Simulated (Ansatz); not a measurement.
Runs of Ansatz 0.2.0 on Cu3Au (Auricupride). It takes space group Pm-3m (No. 221, cubic). The conventional cell has a = 3.740 Å, b = 3.740 Å, c = 3.740 Å, α = 90.00°, β = 90.00°, γ = 90.00°. Au (site symmetry m-3m) is surrounded by 12 Cu at 2.64 Å. Cu (site symmetry 4/mmm) is surrounded by 4 Au at 2.64 Å and 8 Cu at 2.64 Å. 

```tsv
task	level	spin	cell	k mesh	points for each segment of the path	gap on the mesh (eV)	pressure (GPa)	relaxed volume (Å³/atom)
band structure	LDA	SOC, no magnetisation	as given	5 × 5 × 5	14	none	(a)	-
band structure	PBEsol	off	as given	7 × 7 × 7	14	none	-3.6	-
relaxation of cell and atoms	LDA	off	relaxed	7 × 7 × 7	-	none	0.0	12.36
band structure	LDA	off	as given	7 × 7 × 7	14	none	(b)	-
relaxation of cell and atoms	PBEsol	off	relaxed	7 × 7 × 7	-	none	0.0	12.78
```

Alike in all rows: potentials or basis Ansatz PAW soft_1; cutoff (eV) 420; smearing fermi-dirac 0.05 eV.

**Question.** Estimate the missing entries.

**Answer.** (a) -9.5; (b) -9.2.

Caveats: the PAW data sets come from PBE, with cores solved anew for the run's functional, which leaves a small shift of forces and pressure; spin-orbit coupling is left out, which moves the levels of the heavy elements (some runs); the plane-wave basis is chosen anew once the cell has moved, so the energies of steps on either side of that aren't comparable (some runs).

A k mesh can miss the band edges, and rows without SOC leave out spin-orbit coupling on Au.

A gap of «none» marks a metal or a gap under the smearing width.

Runs at the PBE level aren't shown here.
